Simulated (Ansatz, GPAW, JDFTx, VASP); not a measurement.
**Sb: 4 runs at one level of theory**

```
CELL_PARAMETERS angstrom
2.15420 1.24373 3.75800
-2.15420 1.24373 3.75800
0.00000 -2.48746 3.75800
ATOMIC_POSITIONS crystal
Sb 0.76651 0.76651 0.76651
Sb 0.23349 0.23349 0.23349
```

Alike in all runs: task single point; functional PBEsol; k mesh 8 × 8 × 8; occupations gaussian, width 0.1 eV; no spin polarisation; no spin-orbit coupling. Pressure is positive in compression and, in plane waves, holds the error of the finite cutoff.

| program and potentials | plane-wave cutoff (eV) | notes | pressure (GPa) | largest force (eV/Å) |
| --- | --- | --- | --- | --- |
| JDFTx, PseudoDojo-SR-PBEsol-0.4.1-standard with smoothed tails | 1088 | 15 valence electrons an atom on average | -0.02 | 0.120 |
| VASP, PBE PAW files Sb, 520 eV | 520 | potentials made for PBE; 5 valence electrons an atom on average | 0.20 | 0.153 |
| GPAW, PAW data sets generated for this functional | 600 | 15 valence electrons an atom on average | -0.29 | 0.082 |
| Ansatz, all-electron LAPW, scalar-relativistic | - | - | ? | ? |

Question: Estimate from the other rows what the run with Ansatz, all-electron LAPW, scalar-relativistic gave.

Answer: Pressure 0.03 GPa; largest force 0.100 eV/Å. The other rows, which needn't bracket it: pressure -0.29 to 0.20; largest force 0.082 to 0.153.
